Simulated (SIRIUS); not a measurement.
# CuO (P-6m2) in SIRIUS: a series of runs, part 3 of 4

SIRIUS 7.12.0. The steps go on from the part before.

**5. Equation of state, WC, 9.64 Å³/atom**

Contents of sirius.json:

```json
{
  "control": {
    "processing_unit": "cpu",
    "std_evp_solver_name": "lapack",
    "gen_evp_solver_name": "lapack",
    "verbosity": 2,
    "print_forces": false,
    "ortho_rf": true,
    "use_second_variation": true,
    "rmt_max": 3.0,
    "num_bands_to_print": 22,
    "save_wf": true
  },
  "parameters": {
    "electronic_structure_method": "full_potential_lapwlo",
    "xc_functionals": ["XC_GGA_X_WC", "XC_GGA_C_PBE"],
    "core_relativity": "dirac",
    "valence_relativity": "iora",
    "num_fv_states": 22,
    "smearing": "fermi_dirac",
    "smearing_width": 0.0018374661,
    "pw_cutoff": 24,
    "gk_cutoff": 4.62,
    "lmax_apw": 12,
    "lmax_rho": 8,
    "lmax_pot": 8,
    "num_mag_dims": 0,
    "auto_rmt": 0,
    "ngridk": [6, 6, 5],
    "shiftk": [0, 0, 0],
    "num_dft_iter": 80,
    "energy_tol": 1e-07,
    "density_tol": 1e-05,
    "use_symmetry": true
  },
  "settings": {"tol_ne": 1e-10},
  "iterative_solver": {"type": "exact"},
  "mixer": {"type": "anderson", "beta": 0.5, "max_history": 8},
  "unit_cell": {
    "lattice_vectors": [[5.3598776583, 0.0, 0.0], [-2.6799388197, 4.6417902158, 0.0], [0.0, 0.0, 5.2309750363]],
    "atom_types": ["Cu", "O"],
    "atom_files": {"Cu": "Cu.json", "O": "O.json"},
    "atoms": {"Cu": [[0.0, 0.0, 0.0]], "O": [[0.6666666667, 0.3333333333, 0.5]]}
  }
}
```

Contents of Cu.json:

```json
{
  "name": "copper",
  "symbol": "Cu",
  "number": 29,
  "mass": 63.546,
  "rmin": 1e-06,
  "rmt": 2.34,
  "nrmt": 800,
  "rinf": 15.61,
  "core": "1s2s2p",
  "valence": [
    {"basis": [{"enu": 0.02, "dme": 0, "n": 0, "auto": 0}, {"enu": 0.02, "dme": 1, "n": 0, "auto": 0}]},
    {"l": 0, "n": 1, "basis": [{"enu": 0.12, "dme": 0, "n": 0, "auto": 0}]},
    {"l": 1, "n": 2, "basis": [{"enu": 0.12, "dme": 0, "n": 0, "auto": 0}]},
    {"l": 2, "n": 3, "basis": [{"enu": 0.12, "dme": 0, "n": 0, "auto": 0}]},
    {"l": 3, "n": 4, "basis": [{"enu": 0.12, "dme": 0, "n": 0, "auto": 0}]}
  ],
  "lo": [
    {"l": 0, "basis": [{"enu": 0.12, "dme": 0, "n": 0, "auto": 0}, {"enu": 0.12, "dme": 1, "n": 0, "auto": 0}]},
    {
      "l": 0,
      "basis": [{"enu": -3.8859, "dme": 0, "n": 3, "auto": 1}, {"enu": -3.8859, "dme": 1, "n": 3, "auto": 1}]
    },
    {
      "l": 0,
      "basis": [{"enu": -3.8859, "dme": 1, "n": 3, "auto": 1}, {"enu": 0.12, "dme": 0, "n": 0, "auto": 0}]
    },
    {"l": 0, "basis": [{"enu": 0.12, "dme": 0, "n": 0, "auto": 0}, {"enu": 3.0421, "dme": 0, "n": 0, "auto": 0}]},
    {"l": 1, "basis": [{"enu": 0.12, "dme": 0, "n": 0, "auto": 0}, {"enu": 0.12, "dme": 1, "n": 0, "auto": 0}]},
    {
      "l": 1,
      "basis": [{"enu": -2.3453, "dme": 0, "n": 3, "auto": 1}, {"enu": -2.3453, "dme": 1, "n": 3, "auto": 1}]
    },
    {
      "l": 1,
      "basis": [{"enu": -2.3453, "dme": 1, "n": 3, "auto": 1}, {"enu": 0.12, "dme": 0, "n": 0, "auto": 0}]
    },
    {"l": 1, "basis": [{"enu": 0.12, "dme": 0, "n": 0, "auto": 0}, {"enu": 3.4804, "dme": 0, "n": 0, "auto": 0}]},
    {"l": 2, "basis": [{"enu": 0.12, "dme": 0, "n": 0, "auto": 0}, {"enu": 0.12, "dme": 1, "n": 0, "auto": 0}]},
    {"l": 2, "basis": [{"enu": 0.12, "dme": 1, "n": 0, "auto": 0}, {"enu": 0.12, "dme": 2, "n": 0, "auto": 0}]},
    {"l": 2, "basis": [{"enu": 0.12, "dme": 0, "n": 0, "auto": 0}, {"enu": 2.969, "dme": 0, "n": 0, "auto": 0}]},
    {"l": 3, "basis": [{"enu": 0.12, "dme": 0, "n": 0, "auto": 0}, {"enu": 0.12, "dme": 1, "n": 0, "auto": 0}]},
    {"l": 3, "basis": [{"enu": 0.12, "dme": 0, "n": 0, "auto": 0}, {"enu": 3.2977, "dme": 0, "n": 0, "auto": 0}]}
  ],
  "free_atom": [... radial grid and density of the free atom, the start of the SCF ...]
}
```

Contents of O.json:

```json
{
  "name": "oxygen",
  "symbol": "O",
  "number": 8,
  "mass": 15.9994,
  "rmin": 1e-06,
  "rmt": 1.56,
  "nrmt": 800,
  "rinf": 11.55,
  "core": "1s",
  "valence": [
    {"basis": [{"enu": 0.02, "dme": 0, "n": 0, "auto": 0}, {"enu": 0.02, "dme": 1, "n": 0, "auto": 0}]},
    {"l": 0, "n": 1, "basis": [{"enu": -0.0972, "dme": 0, "n": 0, "auto": 0}]},
    {"l": 1, "n": 2, "basis": [{"enu": 0.12, "dme": 0, "n": 0, "auto": 0}]},
    {"l": 2, "n": 3, "basis": [{"enu": 0.12, "dme": 0, "n": 0, "auto": 0}]},
    {"l": 3, "n": 4, "basis": [{"enu": 0.12, "dme": 0, "n": 0, "auto": 0}]}
  ],
  "lo": [
    {
      "l": 0,
      "basis": [{"enu": -0.0972, "dme": 0, "n": 0, "auto": 0}, {"enu": -0.0972, "dme": 1, "n": 0, "auto": 0}]
    },
    {
      "l": 0,
      "basis": [{"enu": -0.0972, "dme": 1, "n": 0, "auto": 0}, {"enu": -0.0972, "dme": 2, "n": 0, "auto": 0}]
    },
    {
      "l": 0,
      "basis": [{"enu": -0.0972, "dme": 0, "n": 0, "auto": 0}, {"enu": 4.8338, "dme": 0, "n": 0, "auto": 0}]
    },
    {"l": 1, "basis": [{"enu": 0.12, "dme": 0, "n": 0, "auto": 0}, {"enu": 0.12, "dme": 1, "n": 0, "auto": 0}]},
    {"l": 1, "basis": [{"enu": 0.12, "dme": 1, "n": 0, "auto": 0}, {"enu": 0.12, "dme": 2, "n": 0, "auto": 0}]},
    {"l": 1, "basis": [{"enu": 0.12, "dme": 0, "n": 0, "auto": 0}, {"enu": 5.7906, "dme": 0, "n": 0, "auto": 0}]},
    {"l": 2, "basis": [{"enu": 0.12, "dme": 0, "n": 0, "auto": 0}, {"enu": 0.12, "dme": 1, "n": 0, "auto": 0}]},
    {"l": 2, "basis": [{"enu": 0.12, "dme": 1, "n": 0, "auto": 0}, {"enu": 0.12, "dme": 2, "n": 0, "auto": 0}]},
    {"l": 2, "basis": [{"enu": 0.12, "dme": 0, "n": 0, "auto": 0}, {"enu": 6.5303, "dme": 0, "n": 0, "auto": 0}]},
    {"l": 3, "basis": [{"enu": 0.12, "dme": 0, "n": 0, "auto": 0}, {"enu": 0.12, "dme": 1, "n": 0, "auto": 0}]}
  ],
  "free_atom": [... radial grid and density of the free atom, the start of the SCF ...]
}
```

Contents of sirius_start.json:

```json
{
  "control": {
    "processing_unit": "cpu",
    "std_evp_solver_name": "lapack",
    "gen_evp_solver_name": "lapack",
    "verbosity": 1,
    "print_forces": false,
    "ortho_rf": true,
    "use_second_variation": true,
    "rmt_max": 3.0,
    "num_bands_to_print": 22,
    "save_wf": false
  },
  "parameters": {
    "electronic_structure_method": "full_potential_lapwlo",
    "xc_functionals": ["XC_LDA_X", "XC_LDA_C_PW"],
    "core_relativity": "dirac",
    "valence_relativity": "iora",
    "num_fv_states": 22,
    "smearing": "fermi_dirac",
    "smearing_width": 0.0055123983,
    "pw_cutoff": 24,
    "gk_cutoff": 3.69,
    "lmax_apw": 12,
    "lmax_rho": 8,
    "lmax_pot": 8,
    "num_mag_dims": 0,
    "auto_rmt": 0,
    "ngridk": [2, 2, 2],
    "shiftk": [0, 0, 0],
    "num_dft_iter": 30,
    "energy_tol": 0.01,
    "density_tol": 0.05,
    "use_symmetry": true
  },
  "settings": {"tol_ne": 1e-10},
  "iterative_solver": {"type": "exact"},
  "mixer": {"type": "anderson", "beta": 0.5, "max_history": 8},
  "unit_cell": {
    "lattice_vectors": [[5.3598776583, 0.0, 0.0], [-2.6799388197, 4.6417902158, 0.0], [0.0, 0.0, 5.2309750363]],
    "atom_types": ["Cu", "O"],
    "atom_files": {"Cu": "Cu.json", "O": "O.json"},
    "atoms": {"Cu": [[0.0, 0.0, 0.0]], "O": [[0.6666666667, 0.3333333333, 0.5]]}
  }
}
```

On the command line:

```bash
OMP_NUM_THREADS=2 sirius.scf --input=sirius_start.json --output=start.json
OMP_NUM_THREADS=2 sirius.scf --input=sirius.json --output=output.json --task=1
```

Run time: 32 s. Hardware: 2 threads of Arm Neoverse V2, shared host; peak memory 0.45 GiB.

Results (log left out):

```yaml
Free_energy: -47067.2648 eV
Band_gap_on_the_k_mesh: none (metal or under the smearing width)
All_electrons_inside_the_program's_atomic_spheres: Cu 28.00; O 6.91 (radii Cu 2.34, O 1.56 bohr)
```

Caveat: the k mesh is coarse (spacing up to 0.45 Å⁻¹), so the values aren't converged; an odd number of electrons without spin polarisation forces a metal; a magnetic or distorted state may lie lower; the run has no spin polarisation, though such a crystal can be magnetic; semilocal functionals often make such compounds metallic where correlation or magnetic order opens a gap, which also shifts bond lengths.

**6. Equation of state, WC, 9.84 Å³/atom (volume scaled by 1.02)**

sirius.json: that of step 5 with these lines changed.

```diff
@@ -39,3 +39,3 @@
   "unit_cell": {
-    "lattice_vectors": [[5.3598776583, 0.0, 0.0], [-2.6799388197, 4.6417902158, 0.0], [0.0, 0.0, 5.2309750363]],
+    "lattice_vectors": [[5.3953745713, 0.0, 0.0], [-2.6976872762, 4.6725314442, 0.0], [0.0, 0.0, 5.2656182647]],
     "atom_types": ["Cu", "O"],
```

Contents of Cu.json:

```json
{
  "name": "copper",
  "symbol": "Cu",
  "number": 29,
  "mass": 63.546,
  "rmin": 1e-06,
  "rmt": 2.34,
  "nrmt": 800,
  "rinf": 15.61,
  "core": "1s2s2p",
  "valence": [
    {"basis": [{"enu": 0.01, "dme": 0, "n": 0, "auto": 0}, {"enu": 0.01, "dme": 1, "n": 0, "auto": 0}]},
    {"l": 0, "n": 1, "basis": [{"enu": 0.11, "dme": 0, "n": 0, "auto": 0}]},
    {"l": 1, "n": 2, "basis": [{"enu": 0.11, "dme": 0, "n": 0, "auto": 0}]},
    {"l": 2, "n": 3, "basis": [{"enu": 0.11, "dme": 0, "n": 0, "auto": 0}]},
    {"l": 3, "n": 4, "basis": [{"enu": 0.11, "dme": 0, "n": 0, "auto": 0}]}
  ],
  "lo": [
    {"l": 0, "basis": [{"enu": 0.11, "dme": 0, "n": 0, "auto": 0}, {"enu": 0.11, "dme": 1, "n": 0, "auto": 0}]},
    {
      "l": 0,
      "basis": [{"enu": -3.8959, "dme": 0, "n": 3, "auto": 1}, {"enu": -3.8959, "dme": 1, "n": 3, "auto": 1}]
    },
    {
      "l": 0,
      "basis": [{"enu": -3.8959, "dme": 1, "n": 3, "auto": 1}, {"enu": 0.11, "dme": 0, "n": 0, "auto": 0}]
    },
    {"l": 0, "basis": [{"enu": 0.11, "dme": 0, "n": 0, "auto": 0}, {"enu": 3.0321, "dme": 0, "n": 0, "auto": 0}]},
    {"l": 1, "basis": [{"enu": 0.11, "dme": 0, "n": 0, "auto": 0}, {"enu": 0.11, "dme": 1, "n": 0, "auto": 0}]},
    {
      "l": 1,
      "basis": [{"enu": -2.3553, "dme": 0, "n": 3, "auto": 1}, {"enu": -2.3553, "dme": 1, "n": 3, "auto": 1}]
    },
    {
      "l": 1,
      "basis": [{"enu": -2.3553, "dme": 1, "n": 3, "auto": 1}, {"enu": 0.11, "dme": 0, "n": 0, "auto": 0}]
    },
    {"l": 1, "basis": [{"enu": 0.11, "dme": 0, "n": 0, "auto": 0}, {"enu": 3.4704, "dme": 0, "n": 0, "auto": 0}]},
    {"l": 2, "basis": [{"enu": 0.11, "dme": 0, "n": 0, "auto": 0}, {"enu": 0.11, "dme": 1, "n": 0, "auto": 0}]},
    {"l": 2, "basis": [{"enu": 0.11, "dme": 1, "n": 0, "auto": 0}, {"enu": 0.11, "dme": 2, "n": 0, "auto": 0}]},
    {"l": 2, "basis": [{"enu": 0.11, "dme": 0, "n": 0, "auto": 0}, {"enu": 2.959, "dme": 0, "n": 0, "auto": 0}]},
    {"l": 3, "basis": [{"enu": 0.11, "dme": 0, "n": 0, "auto": 0}, {"enu": 0.11, "dme": 1, "n": 0, "auto": 0}]},
    {"l": 3, "basis": [{"enu": 0.11, "dme": 0, "n": 0, "auto": 0}, {"enu": 3.2877, "dme": 0, "n": 0, "auto": 0}]}
  ],
  "free_atom": [... radial grid and density of the free atom, the start of the SCF ...]
}
```

Contents of O.json:

```json
{
  "name": "oxygen",
  "symbol": "O",
  "number": 8,
  "mass": 15.9994,
  "rmin": 1e-06,
  "rmt": 1.56,
  "nrmt": 800,
  "rinf": 11.55,
  "core": "1s",
  "valence": [
    {"basis": [{"enu": 0.01, "dme": 0, "n": 0, "auto": 0}, {"enu": 0.01, "dme": 1, "n": 0, "auto": 0}]},
    {"l": 0, "n": 1, "basis": [{"enu": -0.1072, "dme": 0, "n": 0, "auto": 0}]},
    {"l": 1, "n": 2, "basis": [{"enu": 0.11, "dme": 0, "n": 0, "auto": 0}]},
    {"l": 2, "n": 3, "basis": [{"enu": 0.11, "dme": 0, "n": 0, "auto": 0}]},
    {"l": 3, "n": 4, "basis": [{"enu": 0.11, "dme": 0, "n": 0, "auto": 0}]}
  ],
  "lo": [
    {
      "l": 0,
      "basis": [{"enu": -0.1072, "dme": 0, "n": 0, "auto": 0}, {"enu": -0.1072, "dme": 1, "n": 0, "auto": 0}]
    },
    {
      "l": 0,
      "basis": [{"enu": -0.1072, "dme": 1, "n": 0, "auto": 0}, {"enu": -0.1072, "dme": 2, "n": 0, "auto": 0}]
    },
    {
      "l": 0,
      "basis": [{"enu": -0.1072, "dme": 0, "n": 0, "auto": 0}, {"enu": 4.8238, "dme": 0, "n": 0, "auto": 0}]
    },
    {"l": 1, "basis": [{"enu": 0.11, "dme": 0, "n": 0, "auto": 0}, {"enu": 0.11, "dme": 1, "n": 0, "auto": 0}]},
    {"l": 1, "basis": [{"enu": 0.11, "dme": 1, "n": 0, "auto": 0}, {"enu": 0.11, "dme": 2, "n": 0, "auto": 0}]},
    {"l": 1, "basis": [{"enu": 0.11, "dme": 0, "n": 0, "auto": 0}, {"enu": 5.7806, "dme": 0, "n": 0, "auto": 0}]},
    {"l": 2, "basis": [{"enu": 0.11, "dme": 0, "n": 0, "auto": 0}, {"enu": 0.11, "dme": 1, "n": 0, "auto": 0}]},
    {"l": 2, "basis": [{"enu": 0.11, "dme": 1, "n": 0, "auto": 0}, {"enu": 0.11, "dme": 2, "n": 0, "auto": 0}]},
    {"l": 2, "basis": [{"enu": 0.11, "dme": 0, "n": 0, "auto": 0}, {"enu": 6.5203, "dme": 0, "n": 0, "auto": 0}]},
    {"l": 3, "basis": [{"enu": 0.11, "dme": 0, "n": 0, "auto": 0}, {"enu": 0.11, "dme": 1, "n": 0, "auto": 0}]}
  ],
  "free_atom": [... radial grid and density of the free atom, the start of the SCF ...]
}
```

sirius_start.json: that of step 5 with these lines changed.

```diff
@@ -39,3 +39,3 @@
   "unit_cell": {
-    "lattice_vectors": [[5.3598776583, 0.0, 0.0], [-2.6799388197, 4.6417902158, 0.0], [0.0, 0.0, 5.2309750363]],
+    "lattice_vectors": [[5.3953745713, 0.0, 0.0], [-2.6976872762, 4.6725314442, 0.0], [0.0, 0.0, 5.2656182647]],
     "atom_types": ["Cu", "O"],
```

Potentials or basis: all-electron FP-LAPW, apw+lo standard.

On the command line:

```bash
OMP_NUM_THREADS=2 sirius.scf --input=sirius_start.json --output=start.json
OMP_NUM_THREADS=2 sirius.scf --input=sirius.json --output=output.json --task=1
```

It took 30 s on 2 threads of Arm Neoverse V2, shared host; peak memory 0.45 GiB.

The run converged. Its results:

| Item | Value |
| --- | --- |
| Free energy | -47067.2387 eV |
| Band gap on the k mesh | none (metal or under the smearing width) |
| All electrons inside the program's atomic spheres | Cu 27.97; O 6.90 (radii Cu 2.34, O 1.56 bohr) |

Caveat: the k mesh is coarse (spacing up to 0.45 Å⁻¹), so the values aren't converged; an odd number of electrons without spin polarisation forces a metal; a magnetic or distorted state may lie lower; the run has no spin polarisation, though such a crystal can be magnetic; semilocal functionals often make such compounds metallic where correlation or magnetic order opens a gap, which also shifts bond lengths.

(Continued in part 4 of 4.)
